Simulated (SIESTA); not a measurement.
The system is BaTiO3 (Barioperovskite).

```xyz
5
Lattice="3.9855 0.0000 0.0000 0.0000 2.8369 2.8451 0.0000 -2.8369 2.8451" Properties=species:S:1:pos:R:3 pbc="T T T"
Ba    0.0000    0.0000    0.0000
Ti    1.9928    0.0000    2.9157
O     1.9928    1.3804    4.2594
O     1.9928   -1.3804    4.2594
O     0.0000    0.0000    2.7735
```

Base run:

| Item | Value |
| --- | --- |
| Program | SIESTA 5.4.2 |
| Functional | LDA |
| Potentials or basis | PseudoDojo 0.4 standard (LDA files) |
| Basis | DZP (energy shift 0.003 Ry; two zetas on semicore shells; d shell added on Ba) |
| Grid cutoff | 800 Ry |
| Energy shift | 0.003 Ry |
| k mesh | 7 × 7 × 7 |
| Occupations | fermi-dirac, width 0.05 eV |
| Spin | no spin polarisation |

Its results: band gap on the k mesh 1.80 eV, indirect (least direct gap 1.91 eV); pressure -6.4 GPa; largest force 0.278 eV/Å.

**Question.** The run is repeated on the same cell with these changes: functional from LDA to PBEsol; potentials or basis from PseudoDojo 0.4 standard (LDA files) to PseudoDojo 0.4 standard (PBEsol files). What comes out?

**Answer.** Band gap on the k mesh 1.83 eV, indirect (least direct gap 1.95 eV); pressure -1.8 GPa; largest force 0.258 eV/Å.

Caveats: this set's barium file shifts pressures by up to 1 GPa against other sets; spin-orbit coupling is left out, which moves the levels of the heavy elements; the basis of atomic orbitals isn't converged, which shifts pressures, moduli and gaps.

A k mesh can miss the band edges.
